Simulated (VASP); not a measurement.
A run of VASP 6.6.1 is set up as follows.

Contents of INCAR:

```
SYSTEM = Sc
PREC = Accurate
ENCUT = 550
EDIFF = 1E-7
ISMEAR = 1
SIGMA = 0.1
LREAL = .FALSE.
LASPH = .TRUE.
NELM = 60
ALGO = Normal
ISIF = 2
LWAVE = .FALSE.
LCHARG = .FALSE.
ISPIN = 2
MAGMOM = 0.5
LORBIT = 11
LMAXMIX = 4
METAGGA = RTPSS
LMIXTAU = .TRUE.
LHYPERFINE = .TRUE.
```

File KPOINTS:

```
regular mesh
0
G
  10 10 10
  0 0 0
```

File POSCAR:

```
Sc
1.0
   -1.9172054859      1.9172054859      1.7176030000
    1.9172054859     -1.9172054859      1.7176030000
    1.9172054859      1.9172054859     -1.7176030000
Sc
1
Direct
    0.0000000000      0.0000000000      0.0000000000
```

Potentials or basis: VASP PAW PBE potentials, release 64 (Sc_sv_GW).

Run with:

```bash
$ cat potpaw_PBE.64/Sc_sv_GW/POTCAR > POTCAR
$ mpirun -np 1 vasp_std > vasp.out
```

Problem. What does it give for the pressure?

Solution. -2.4 GPa.

Problem. Estimate the net moment.

Solution. 0.00 μB per cell.

Hyperfine coupling, principal values (MHz):
```tsv
atom	values
1 Sc	0.0, 0.0, 0.0
```

Caveat: the PAW data sets were made with another functional, which shifts forces and pressure a little.
